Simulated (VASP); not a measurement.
# InP (F-43m) in VASP: band structure with PBE0

Aim: the band structure of InP with PBE0.

Everything below comes from runs of VASP 6.6.1. Logs are shortened: lines on timing, memory, paths and dates and some standing lists are left out, and cuts for length are marked.

**Experimental background.**

From a printed reference work, data compilation, for a bulk crystal of InP at 1.6 K: band gap 1.4236 eV (direct).

The results are compared with them further down.

**1. The structure**

The structure is cubic, space group F-43m (No. 216). Conventional cell: a = 5.958 Å, b = 5.958 Å, c = 5.958 Å, α = 90.00°, β = 90.00°, γ = 90.00°. In (site symmetry -43m) is surrounded by 4 P at 2.58 Å. P (site symmetry -43m) is surrounded by 4 In at 2.58 Å.

**2. Band structure, PBE0**

Input file POSCAR:

```
InP                                     
1.0
    0.0000000000      2.9788988845      2.9788988845
    2.9788988845      0.0000000000      2.9788988845
    2.9788988845      2.9788988845      0.0000000000
  In              P             
     1     1
Direct
     0.0000000000000000    0.0000000000000000    0.0000000000000000
     0.2500000000000000    0.2500000000000000    0.2500000000000000
```

Input file INCAR.step1:

```
SYSTEM = InP
ALGO = Normal ; EDIFF = 1E-5
ENCUT = 520 ; GGA = PE
ISIF = 2 ; ISMEAR = 0
KPAR = 4 ; LASPH = .TRUE.
LCHARG = .FALSE. ; LREAL = .FALSE.
LWAVE = .TRUE. ; NBANDS = 16
NELM = 80 ; PREC = Accurate
SIGMA = 0.02
```

Input file INCAR.step2:

```
SYSTEM = InP
AEXX = 0.25 ; ALGO = Normal
EDIFF = 1E-7 ; ENCUT = 520
GGA = PE ; HFRCUT = -1
ISIF = 2 ; ISMEAR = 0
ISTART = 1 ; KPAR = 4
LASPH = .TRUE. ; LCHARG = .FALSE.
LHFCALC = .TRUE. ; LREAL = .FALSE.
LWAVE = .FALSE. ; NBANDS = 16
NELM = 80 ; PREC = Accurate
PRECFOCK = Fast ; SIGMA = 0.02
```

Input file KPOINTS:

```
k-points
0
G
  6 6 6
  0 0 0
```

Input file KPOINTS_OPT:

```
path GXWKGLUWLK,UX
10
line-mode
reciprocal
 0.0000000000  0.0000000000  0.0000000000  G
 0.5000000000  0.0000000000  0.5000000000  X

 0.5000000000  0.0000000000  0.5000000000  X
 0.5000000000  0.2500000000  0.7500000000  W

 0.5000000000  0.2500000000  0.7500000000  W
 0.3750000000  0.3750000000  0.7500000000  K

 0.3750000000  0.3750000000  0.7500000000  K
 0.0000000000  0.0000000000  0.0000000000  G

 0.0000000000  0.0000000000  0.0000000000  G
 0.5000000000  0.5000000000  0.5000000000  L

 0.5000000000  0.5000000000  0.5000000000  L
 0.6250000000  0.2500000000  0.6250000000  U

 0.6250000000  0.2500000000  0.6250000000  U
 0.5000000000  0.2500000000  0.7500000000  W

 0.5000000000  0.2500000000  0.7500000000  W
 0.5000000000  0.5000000000  0.5000000000  L

 0.5000000000  0.5000000000  0.5000000000  L
 0.3750000000  0.3750000000  0.7500000000  K

 0.6250000000  0.2500000000  0.6250000000  U
 0.5000000000  0.0000000000  0.5000000000  X
```

Potentials or basis: VASP PAW PBE potentials, release 64 (In_d, P).

Started as:

```bash
$ cat potpaw_PBE.64/In_d/POTCAR potpaw_PBE.64/P/POTCAR > POTCAR
$ cp INCAR.step1 INCAR
$ mpirun -np 4 vasp_std > vasp.out
$ cp INCAR.step2 INCAR
$ mpirun -np 4 vasp_std > vasp.out
```

OUTCAR:

```text
SYSTEM = InP
   AEXX = 0.25
   EDIFF = 1E-7
   ENCUT = 520
   GGA = PE
   ISIF = 2
   ISMEAR = 0
   ISTART = 1
   LASPH = .TRUE.
   LHFCALC = .TRUE.
   LREAL = .FALSE.
   NELM = 80
   PREC = Accurate
   PRECFOCK = Fast

 ion  position               nearest neighbor table
   1  0.000  0.000  0.000-   2 2.58   2 2.58   2 2.58   2 2.58
   2  0.250  0.250  0.250-   1 2.58   1 2.58   1 2.58   1 2.58

  LATTYP: Found a face centered cubic cell.
 ALAT       =     5.9577977690

  Lattice vectors:

 A1 = (   0.0000000000,   2.9788988845,   2.9788988845)
 A2 = (   2.9788988845,   0.0000000000,   2.9788988845)
 A3 = (   2.9788988845,   2.9788988845,   0.0000000000)

Analysis of symmetry for initial positions (statically):
=====================================================================
 Subroutine PRICEL returns:
 Original cell was already a primitive cell.

 Routine SETGRP: Setting up the symmetry group for a
 face centered cubic supercell.

 Subroutine GETGRP returns: Found 24 space group operations
 (whereof 24 operations were pure point group operations)
 out of a pool of 48 trial point group operations.

The static configuration has the point symmetry T_d .

Analysis of symmetry for dynamics (positions and initial velocities):
=====================================================================
 Subroutine PRICEL returns:
 Original cell was already a primitive cell.

 Routine SETGRP: Setting up the symmetry group for a
 face centered cubic supercell.

 Subroutine GETGRP returns: Found 24 space group operations
 (whereof 24 operations were pure point group operations)
 out of a pool of 48 trial point group operations.

The dynamic configuration has the point symmetry T_d .

 Subroutine INISYM returns: Found 24 space group operations
 (whereof 24 operations are pure point group operations),
 and found     1 'primitive' translations

----------------------------------------------------------------------------------------

                                     Primitive cell

  volume of cell :      52.8685

  direct lattice vectors                    reciprocal lattice vectors
     0.000000000  2.978898884  2.978898884    -0.167847255  0.167847255  0.167847255
     2.978898884  0.000000000  2.978898884     0.167847255 -0.167847255  0.167847255
     2.978898884  2.978898884  0.000000000     0.167847255  0.167847255 -0.167847255

  length of vectors
     4.212799203  4.212799203  4.212799203     0.290719973  0.290719973  0.290719973

  position of ions in fractional coordinates (direct lattice)
     0.000000000  0.000000000  0.000000000
     0.250000000  0.250000000  0.250000000

  ion indices of the primitive-cell ions
   primitive index   ion index
                 1           1
                 2           2

----------------------------------------------------------------------------------------

 KPOINTS: k-points

Automatic generation of k-mesh.
 Grid dimensions read from file:
 generate k-points for:    6    6    6

 Generating k-lattice:

  Cartesian coordinates                     Fractional coordinates (reciprocal lattice)
    -0.027974542  0.027974542  0.027974542     0.166666667  0.000000000  0.000000000
     0.027974542 -0.027974542  0.027974542     0.000000000  0.166666667  0.000000000
     0.027974542  0.027974542 -0.027974542     0.000000000  0.000000000  0.166666667

  Length of vectors
     0.048453329  0.048453329  0.048453329

  Shift w.r.t. Gamma in fractional coordinates (k-lattice)
     0.000000000  0.000000000  0.000000000

 Subroutine IBZKPT returns following result:
 ===========================================

 Found     16 irreducible k-points:

 Following reciprocal coordinates:
            Coordinates               Weight
  0.000000  0.000000  0.000000      1.000000
  0.166667  0.000000  0.000000      8.000000
  0.333333  0.000000  0.000000      8.000000
  0.500000  0.000000  0.000000      4.000000
  0.166667  0.166667  0.000000      6.000000
  0.333333  0.166667  0.000000     24.000000
[... 8 lines left out ...]
 -0.333333  0.333333  0.166667     24.000000
 -0.333333  0.500000  0.166667     12.000000
   k-points           NKPTS =     16   k-points in BZ     NKDIM =    216   number of bands    NBANDS=     16
   number of dos      NEDOS =    301   number of ions     NIONS =      2
   total plane-waves  NPLWV =  32768
   dimension x,y,z NGX =    32 NGY =   32 NGZ =   32
   dimension x,y,z NGXF=    64 NGYF=   64 NGZF=   64
   ions per type =               1   1
   NGX,Y,Z   is equivalent  to a cutoff of  12.63, 12.63, 12.63 a.u.
   NGXF,Y,Z  is equivalent  to a cutoff of  25.26, 25.26, 25.26 a.u.
 SYSTEM =  InP
   PREC   = accura    normal or accurate (medium, high low for compatibility)
   ISTART =      1    job   : 0-new  1-cont  2-samecut
   ICHARG =      0    charge: 1-file 2-atom 10-const
   ISPIN  =      1    spin polarized calculation?
   LNONCOLLINEAR =      F non collinear calculations
   LSORBIT =      F    spin-orbit coupling
   LASPH  =      T    aspherical Exc in radial PAW
   ENCUT  =  520.0 eV  38.22 Ry    6.18 a.u.   7.83  7.83  7.83*2*pi/ulx,y,z
   NELM   =     80;   NELMIN=  2; NELMDL=  0     # of ELM steps
   EDIFF  = 0.1E-06   stopping-criterion for ELM
   LREAL  =      F    real-space projection
   EDIFFG = 0.1E-05   stopping-criterion for IOM
   NSW    =      0    number of steps for IOM
   IBRION =     -1    ionic relax: 0-MD 1-quasi-New 2-CG
   NFREE  =      0    steps in history (QN), initial steepest desc. (CG)
   ISIF   =      2    stress and relaxation
   ISYM   =      3    0-nonsym 1-usesym 2-fastsym
   POTIM  = 0.5000    time-step for ionic-motion
   TEBEG  =    0.0;   TEEND  =   0.0 temperature during run
   PSTRESS=    0.0 pullay stress
   NELECT =      18.0000    total number of electrons
   NUPDOWN=      -1.0000    fix difference up-down
   EMIN   =  10.00;   EMAX   =-10.00  energy-range for DOS
   EFERMI =   0.00;   METHOD = LEGACY
   ISMEAR =     0;   SIGMA  =   0.02  broadening in eV -4-tet -1-fermi 0-gaus
   EFERMI_NEDOS =   21; number of points for ismear=-14 and -15
   IALGO  =     38    algorithm
   IMIX   =      1    mixing-type and parameters
     AMIX     =   0.40;   BMIX     =  1.00
     AMIX_MAG =   1.60;   BMIX_MAG =  1.00
  volume/ion in A,a.u.               =      26.43       178.39
  Fermi-wavevector in a.u.,A,eV,Ry     =   1.143141  2.160224 17.779712  1.306772
  Thomas-Fermi vector in A             =   2.279837
   LORBIT       =      0    0 simple, 1 ext, 2 COOP (PROOUT), +10 PAW based schemes
   GGA     = PE    functional components
   LHFCALC =     T    Hartree Fock is set to
   PRECFOCK=fast      Normal, Fast or Accurate (Low or Medium for compatibility)
   ENCUT4O =  -1.0   cutoff for four orbital integrals eV
   NKREDX  =     1    reduce k-point grid by
   NKREDY  =     1    reduce k-point grid by
   NKREDZ  =     1    reduce k-point grid by
   AEXX    =    0.2500 exact exchange contribution
   HFSCREEN=    0.0000 screening length (either q_TF or 0.3 A-1)
   HFSCREENC=   0.0000 screening length for correlation (either q_TF or 0.3 A-1)
   ENCUTFOCK=  -1.0 apply spherical cutoff to Coloumb kernel
   IVDW    =     0    specifies the selected vdW correction
   LEPSILON=     F    determine dielectric tensor
   LRPA    =     F    only Hartree local field effects (RPA)
 non-spin polarized calculation
 Gauss-broadening in eV      SIGMA  =   0.02
  energy-cutoff  :      520.00
  volume of cell :       52.87
 maximum number of plane-waves:      1435
  NGX = 18; NGY = 18; NGZ = 18

 number of electron      18.0000005 magnetization

 Free energy of the ion-electron system (eV)
  ---------------------------------------------------
  ext. energy  EPLUGINS =         0.00000000
  ---------------------------------------------------
  free energy    TOTEN  =       -10.86822711 eV

  energy without entropy =      -10.86822711  energy(sigma->0) =      -10.86822711

 E-fermi :   4.0160     XC(G=0):  -7.1821

 val. band max:        3.9180657745   @ k =   0.0000   0.0000   0.0000
 cond. band min:       5.7207760597   @ k =   0.0000   0.0000   0.0000
 fundamental gap:      1.8027102852
 Fermi energy:         4.0159993973

 k-point     1 :       0.0000    0.0000    0.0000
  band No.  band energies     occupation
      1     -11.9809      2.00000
      2     -11.9809      2.00000
      3     -11.9809      2.00000
      4     -11.8422      2.00000
      5     -11.8422      2.00000
      6      -8.5856      2.00000
[... 8 lines left out ...]
     15      15.0376      0.00000
     16      15.0376      0.00000

 k-point     2 :       0.1667    0.0000    0.0000
  band No.  band energies     occupation
      1     -12.0057      2.00000
      2     -11.9704      2.00000
      3     -11.9704      2.00000
      4     -11.8420      2.00000
      5     -11.8420      2.00000
      6      -8.2690      2.00000
[... 8 lines left out ...]
     15      14.1483      0.00000
     16      14.8793      0.00000

 k-point     3 :       0.3333    0.0000    0.0000
  band No.  band energies     occupation
      1     -12.0524      2.00000
      2     -11.9530      2.00000
      3     -11.9530      2.00000
      4     -11.8373      2.00000
      5     -11.8373      2.00000
      6      -7.4614      2.00000
[... 8 lines left out ...]
     15      14.6663      0.00000
     16      14.6663      0.00000

 k-point     4 :       0.5000    0.0000    0.0000
  band No.  band energies     occupation
      1     -12.0752      2.00000
      2     -11.9468      2.00000
      3     -11.9468      2.00000
      4     -11.8324      2.00000
      5     -11.8324      2.00000
      6      -6.8695      2.00000
[... 8 lines left out ...]
     15      16.3341      0.00000
     16      16.3341      0.00000
[... 172 lines left out ...]
 k-point    14 :       0.5000    0.3333    0.1667
  band No.  band energies     occupation
      1     -12.0888      2.00000
      2     -11.9334      2.00000
      3     -11.9186      2.00000
      4     -11.8585      2.00000
      5     -11.8280      2.00000
      6      -6.8281      2.00000
[... 8 lines left out ...]
     15      16.6581      0.00000
     16      17.4418      0.00000

 k-point    15 :      -0.3333    0.3333    0.1667
  band No.  band energies     occupation
      1     -12.0970      2.00000
      2     -11.9335      2.00000
      3     -11.9093      2.00000
      4     -11.8541      2.00000
      5     -11.8320      2.00000
      6      -6.3653      2.00000
[... 8 lines left out ...]
     15      16.6418      0.00000
     16      17.2557      0.00000

 k-point    16 :      -0.3333    0.5000    0.1667
  band No.  band energies     occupation
      1     -12.1142      2.00000
      2     -11.9185      2.00000
      3     -11.8972      2.00000
      4     -11.8666      2.00000
      5     -11.8251      2.00000
      6      -6.1648      2.00000
[... 8 lines left out ...]
     15      16.9701      0.00000
     16      17.6336      0.00000

------------------------ aborting loop because EDIFF is reached ----------------------------------------

  FORCE on cell =-STRESS in cart. coord.  units (eV):
  Direction    XX          YY          ZZ          XY          YZ          ZX
  --------------------------------------------------------------------------------------
  -------------------------------------------------------------------------------------
  Total       -0.7341616     -0.7341616     -0.7341616     -0.0000000      0.0000000      0.0000000
  in kB      -22.2487164    -22.2487164    -22.2487164     -0.0000000      0.0000000      0.0000000
  external PRESSURE =     -22.2487164 kB  Pullay stress =       0.0000000 kB

 VOLUME and BASIS-vectors are now :
 -----------------------------------------------------------------------------
  energy-cutoff  :      520.00
  volume of cell :       52.87
      direct lattice vectors                 reciprocal lattice vectors
     0.000000000  2.978898884  2.978898884    -0.167847255  0.167847255  0.167847255
     2.978898884  0.000000000  2.978898884     0.167847255 -0.167847255  0.167847255
     2.978898884  2.978898884  0.000000000     0.167847255  0.167847255 -0.167847255

 POSITION                                       TOTAL-FORCE (eV/Angst)
 -----------------------------------------------------------------------------------
      0.00000      0.00000      0.00000         0.000000      0.000000      0.000000
      1.48945      1.48945      1.48945        -0.000000     -0.000000     -0.000000
 -----------------------------------------------------------------------------------
    total drift:                                0.000033      0.000033      0.000022

  FREE ENERGIE OF THE ION-ELECTRON SYSTEM (eV)
  ---------------------------------------------------
  free  energy   TOTEN  =       -10.8682271122 eV

  energy  without entropy=      -10.8682271122  energy(sigma->0) =      -10.86822711
```

Run time: 22 min. Hardware: 4 MPI ranks of Intel Xeon Platinum 8559C (Emerald Rapids), shared host; peak memory 0.27 GiB.

What came out:

| Item | Value |
| --- | --- |
| Free energy | -10.8682 eV |
| Pressure | -2.2 GPa |
| Band gap on the k mesh | 1.80 eV, direct |
| Band gap along the path | 1.80 eV, direct |

Levels at the corners of the path, in eV from the valence-band top:
| point | band 6 | band 7 | band 8 | band 9 | band 10 | band 11 | band 12 | band 13 |
| --- | --- | --- | --- | --- | --- | --- | --- | --- |
| Γ | -12.50 | 0.00 | 0.00 | 0.00 | 1.80 | 5.59 | 5.59 | 5.59 |
| X | -10.13 | -6.12 | -2.42 | -2.42 | 3.09 | 3.64 | 10.79 | 11.28 |
| X | -10.13 | -6.12 | -2.42 | -2.42 | 3.09 | 3.64 | 10.79 | 11.28 |
| W | -10.06 | -5.94 | -3.09 | -3.00 | 5.71 | 5.89 | 7.07 | 7.71 |
| W | -10.06 | -5.94 | -3.09 | -3.00 | 5.71 | 5.89 | 7.07 | 7.71 |
| K | -10.15 | -5.96 | -3.44 | -2.02 | 3.72 | 5.87 | 9.09 | 9.17 |
| K | -10.15 | -5.96 | -3.44 | -2.02 | 3.72 | 5.87 | 9.09 | 9.17 |
| Γ | -12.50 | 0.00 | 0.00 | 0.00 | 1.80 | 5.59 | 5.59 | 5.59 |
| Γ | -12.50 | 0.00 | 0.00 | 0.00 | 1.80 | 5.59 | 5.59 | 5.59 |
| L | -10.79 | -6.08 | -1.01 | -1.01 | 2.76 | 6.32 | 6.32 | 8.61 |
| L | -10.79 | -6.08 | -1.01 | -1.01 | 2.76 | 6.32 | 6.32 | 8.61 |
| U | -10.15 | -5.96 | -3.44 | -2.02 | 3.72 | 5.87 | 9.09 | 9.17 |
| U | -10.15 | -5.96 | -3.44 | -2.02 | 3.72 | 5.87 | 9.09 | 9.17 |
| W | -10.06 | -5.94 | -3.09 | -3.00 | 5.71 | 5.89 | 7.07 | 7.71 |
| W | -10.06 | -5.94 | -3.09 | -3.00 | 5.71 | 5.89 | 7.07 | 7.71 |
| L | -10.79 | -6.08 | -1.01 | -1.01 | 2.76 | 6.32 | 6.32 | 8.61 |
| L | -10.79 | -6.08 | -1.01 | -1.01 | 2.76 | 6.32 | 6.32 | 8.61 |
| K | -10.15 | -5.96 | -3.44 | -2.02 | 3.72 | 5.87 | 9.09 | 9.17 |
| U | -10.15 | -5.96 | -3.44 | -2.02 | 3.72 | 5.87 | 9.09 | 9.17 |
| X | -10.13 | -6.12 | -2.42 | -2.42 | 3.09 | 3.64 | 10.79 | 11.28 |

Caveat: the PAW data sets were made with another functional, which shifts forces and pressure a little; spin-orbit coupling is left out, which moves the levels of the heavy elements.

**3. Comparison with measurements**

Step 2. A measured gap of InP is 1.4236 eV (direct; 1.6 K; a printed reference work, data compilation); the calculated 1.80 eV misses it by +0.38 eV. Spin-orbit coupling on In is left out. The value is that of PBE0, without temperature or zero-point motion.
